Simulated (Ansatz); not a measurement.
Input and command of a calculation in Ansatz (plane waves; scalar-relativistic PAW potentials unless the input names others):

```yaml
crystal:
  lattice:
    - [3.1900701696, 0.0, 0.0]
    - [0.0, 3.1900701696, 0.0]
    - [0.0, 0.0, 25.4015074039]
  atoms:
    - { symbol: Si, position: [0.0, 0.0, 0.2993749721] }
    - { symbol: Mo, position: [0.5, 0.5, 0.3470525566] }
    - { symbol: Si, position: [0.0, 0.0, 0.3975143272] }
    - { symbol: Si, position: [0.5, 0.5, 0.4486785818] }
    - { symbol: Mo, position: [0.0, 0.0, 0.4999995159] }
    - { symbol: Si, position: [0.5, 0.5, 0.5513212987] }
    - { symbol: Si, position: [0.0, 0.0, 0.6024857289] }
    - { symbol: Mo, position: [0.5, 0.5, 0.6529478983] }
    - { symbol: Si, position: [0.0, 0.0, 0.7006251205] }
basis:
  ecutwfc: 420
kpoints:
  mp_grid: { grid: [11, 11, 1] }
hamiltonian:
  xc: pbesol
  pseudopotentials: { kind: nc }
scf:
  occupations: { method: gaussian, width: 0.1 }
  max_iter: 50
output:
  forces: true
  eigenvalues: true
efield:
  axis: 3
  dipole_correction: true
  ramp_width: 0.04
magnetization:
  spin_polarized: true
  spin_orbit: true
```

```bash
ansatz run input.yaml --threads 1 --pin off --max-ram 2560MiB --backend cpu --events-out ev --progress --plain --runs-dir out
```

What is wrong with this input?

The program refuses it, because of spin-orbit coupling on scalar files and without noncollinear: true (magnetization: not typed → {"spin_polarized": true, "spin_orbit": true}; hamiltonian.pseudopotentials: not typed → {"kind": "nc"}). Without those keys it is accepted.

Abridged log:
```
Error: 2 input errors — fix all and re-run
  1. inconsistent input (magnetization.spin_orbit, magnetization.noncollinear): true requires noncollinear: true — spin–orbit coupling acts on 2-spinor wavefunctions; set both flags
  2. inconsistent input (magnetization.spin_orbit, hamiltonian.pseudopotentials.kind): true requires a fully-relativistic hamiltonian.pseudopotentials.kind (nc_fr or paw_fr), or kind: all_electron without datasets and azcp, which then solves Dirac's equation on LAPW. paw_fr resolves this project's PAW files (source: ansatz) by j as it reads them
```